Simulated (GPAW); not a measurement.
Runs of GPAW 26.7.0 on MnS. The structure is cubic, space group F-43m (No. 216). Conventional cell: a = 4.947 Å, b = 4.947 Å, c = 4.947 Å, α = 90.00°, β = 90.00°, γ = 90.00°. Around Mn (site symmetry -43m) lie 4 S at 2.14 Å. S (site symmetry -43m) is surrounded by 4 Mn at 2.14 Å. The cell is a database's computed one.

| task | level | potentials or basis | cell | band path | band points | optimizer | fmax | max steps | gap on the mesh (eV) | pressure (GPa) | moment (μB) |
| --- | --- | --- | --- | --- | --- | --- | --- | --- | --- | --- | --- |
| band structure | r2SCAN | GPAW PAW data sets (gpaw-data 1.2.1), pw | as given | GXWKGLUWLK,UX | 60 | - | - | - | - | 32.5 | 3.58 |
| relaxation of cell and atoms | RPBE | the program's PAW data sets (release 1.2.1) made for this functional, pw | relaxed to 10 GPa | - | - | FIRE | 0.01 eV/Å | 100 | none | 10.1 | (a) |
| band structure | revPBE | the program's PAW data sets (release 1.2.1) made for this functional, pw | as given | GXWKGLUWLK,UX | 100 | - | - | - | - | 6.7 | 0.20 |
| relaxation of cell and atoms | revPBE | the program's PAW data sets (release 1.2.1) made for this functional, pw | relaxed to 1 GPa | - | - | FIRE | 0.02 eV/Å | 40 | none | 1.0 | 0.23 |

Alike in all rows: spin collinear, ferromagnetic start; k mesh 9 × 9 × 9; cutoff (eV) 600; smearing fermi-dirac 0.05 eV.

Fill in the values left out.

(a) 0.19.

Caveats: semilocal functionals often make such compounds metallic where correlation or magnetic order opens a gap, which also shifts bond lengths; the moment fell far below its start of 4 μB, so a state of higher moment may lie lower in energy (some runs); each step starts from the last one's moments, so a moment once lost doesn't come back (some runs); later steps reuse the first step's grids (some runs); a pressure of tens of GPa on the cell as given is suspect, and the run, the potentials or the cell itself is likely at fault (some runs); the PAW data sets were made with another functional, which shifts forces and pressure a little (some runs); a cell with one magnetic atom can't hold antiferromagnetic order, which such compounds often take (some runs).

A gap of «none» marks a metal or a gap under the smearing width.

Runs at the PBE level aren't shown here.
